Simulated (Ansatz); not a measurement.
Crystal: MoSe2.

```xyz
6
Lattice="3.2880 0.0000 0.0000 -1.6440 2.8475 0.0000 0.0000 0.0000 12.9000" Properties=species:S:1:pos:R:3 pbc="T T T"
Mo    1.6440    0.9492    9.6750
Mo    0.0000    1.8983    3.2250
Se    1.6440    0.9492    4.8375
Se    0.0000    1.8983   11.2875
Se    1.6440    0.9492    1.6125
Se    0.0000    1.8983    8.0625
```

| Item | Value |
| --- | --- |
| Program | Ansatz 0.2.0 |
| Task | relaxation of cell and atoms |
| Functional | exchange-only PBE |
| Potentials or basis | Ansatz PAW |
| Cutoff | 420 eV (not typed: the program's choice for these potentials) |
| k mesh | 9 × 9 × 2 |
| Occupations | fermi-dirac, width 0.05 eV |
| Spin | no spin polarisation |

At the start: volume 20.13 Å³/atom.

Question: Where does the relaxation end?

Answer: It ends after 20 steps and the volume is 32.94 Å³/atom (+63.6 %); space group P6_3/mmc (No. 194, to 0.05 Å).

Step by step:
| step | energy change (eV) | largest force (eV/Å) | volume (Å³) |
| --- | --- | --- | --- |
| 1 | 0.0000 | 2.1767 | 120.78 |
| 2 | -1.4635 | 0.5579 | 138.40 |
| 3 | -1.5381 | 0.9947 | 157.39 |
| 4 | -1.8043 | 0.0816 | 156.49 |
| 5 | -1.8255 | 0.0334 | 160.30 |
| 6 | -1.8300 | 0.0112 | 163.45 |
| 7 | -1.8301 | 0.0007 | 163.53 |
| 8 | -1.8643 | 0.0027 | 163.53 |
| 9 | -1.8817 | 0.0096 | 167.93 |
| 10 | -1.8977 | 0.0131 | 174.91 |
| 11 | -1.9039 | 0.0058 | 181.59 |
| 12 | -1.9038 | 0.0340 | 184.44 |
| 13 | -1.9040 | 0.0010 | 184.18 |
| 14 | -1.9091 | 0.0013 | 184.18 |
| 15 | -1.9101 | 0.0023 | 186.65 |
| 16 | -1.9109 | 0.0375 | 193.32 |
| 17 | -1.9111 | 0.0022 | 194.35 |
| 18 | -1.9110 | 0.0055 | 197.27 |
| 19 | -1.9109 | 0.0009 | 197.64 |
| 20 | -1.9124 | 0.0005 | 197.64 |

Final structure:
```cif
data_structure
_symmetry_space_group_name_H-M 'P 1'
_symmetry_Int_Tables_number 1
_cell_length_a 3.5215
_cell_length_b 3.5215
_cell_length_c 18.4039
_cell_angle_alpha 90.000
_cell_angle_beta 90.000
_cell_angle_gamma 120.000
_cell_volume 197.64
loop_
_atom_site_label
_atom_site_type_symbol
_atom_site_fract_x
_atom_site_fract_y
_atom_site_fract_z
_atom_site_occupancy
Mo1 Mo 0.66667 0.33333 0.75000 1
Mo2 Mo 0.33333 0.66667 0.25000 1
Se1 Se 0.66667 0.33333 0.34196 1
Se2 Se 0.33333 0.66667 0.84196 1
Se3 Se 0.66667 0.33333 0.15804 1
Se4 Se 0.33333 0.66667 0.65804 1
```

Caveat: the volume moved by over 15 % at a fixed basis, so the end points are rough; the plane-wave basis is chosen anew once the cell has moved, so the energies of steps on either side of that aren't comparable; the volume moved by +64 % from the deposited cell, more than functionals usually miss; the PAW data sets come from PBE, with cores solved anew for the run's functional, which leaves a small shift of forces and pressure.
